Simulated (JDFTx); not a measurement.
Set up this calculation in JDFTx 1.7.0 (patched build), as the native input.

| Property | Result |
| --- | --- |
| Task | relaxation of cell and atoms |
| Functional | r2SCAN |
| Potentials or basis | SG15-PBE-1.2 with smoothed tails |
| Cutoff | 1088 eV |
| Density cutoff | 4354 eV |
| k mesh | 5 × 5 × 5 |
| Occupations | fermi-dirac, width 0.05 eV |
| Spin | no spin polarisation |
| Local potential set to -Z/r beyond | 6 bohr |
| Bands | 12 |
| Density cutoff over wavefunction cutoff | 4 |
| Max SCF steps | 100 |
| SCF threshold on the energy | 1e-09 Ha |
| Solver of the electrons | scf |
| Further solve for the empty bands | no |

In:

```xyz
1
Lattice="-1.8825 1.8825 1.8825 1.8825 -1.8825 1.8825 1.8825 1.8825 -1.8825" Properties=species:S:1:pos:R:3 pbc="T T T"
In    0.0000    0.0000    0.0000
```

This isn't the form of In at room conditions, which is tetragonal.

One way to write it, as run:

In.in

```
lattice \
   -3.5574571263     3.5574571263     3.5574571263 \
    3.5574571263    -3.5574571263     3.5574571263 \
    3.5574571263     3.5574571263    -3.5574571263
coords-type Cartesian
ion In     0.0000000000     0.0000000000     0.0000000000 1

ion-species pseudo/In.upf
elec-cutoff 40
elec-ex-corr mgga-x-r2scan mgga-c-r2scan
kpoint-folding 5 5 5
elec-smearing Fermi 0.0018374661
elec-n-bands 12
electronic-SCF nIterations 100 energyDiffThreshold 1e-09
electronic-minimize nIterations 30 energyDiffThreshold 1e-7
forces-output-coords Cartesian
lattice-minimize nIterations 40 energyDiffThreshold 1e-6

dump-name run.$VAR
dump End Ecomponents EigStats BandEigs Kpoints Forces Stress
```

Potentials or basis: SG15-PBE-1.2 with smoothed tails.

The run is started by

```sh
$ jdftx -c 1 -i In.in -o In.out
```

It gave:

```json
{"Relaxed volume": "25.73 Å³/atom", "Relaxed cell": "a = 3.221 Å, b = 3.221 Å, c = 3.221 Å, α = 109.47°, β = 109.47°, γ = 109.47°", "Space group after relaxing (to 0.05 Å)": "Im-3m (No. 229)", "Energy gained by relaxing": "4.3 meV/atom", "Ionic steps": "5", "Pressure after relaxing": "0.0 GPa", "Band gap on the k mesh": "none (metal or under the smearing width)"}
```

Caveat: the k mesh is coarse (spacing up to 0.47 Å⁻¹), so the values aren't converged; the potentials were made for another functional, which shifts forces and pressure.

Run time: 3.1 min on 1 thread of Arm Neoverse V1 (shared host), peak memory 0.06 GiB.
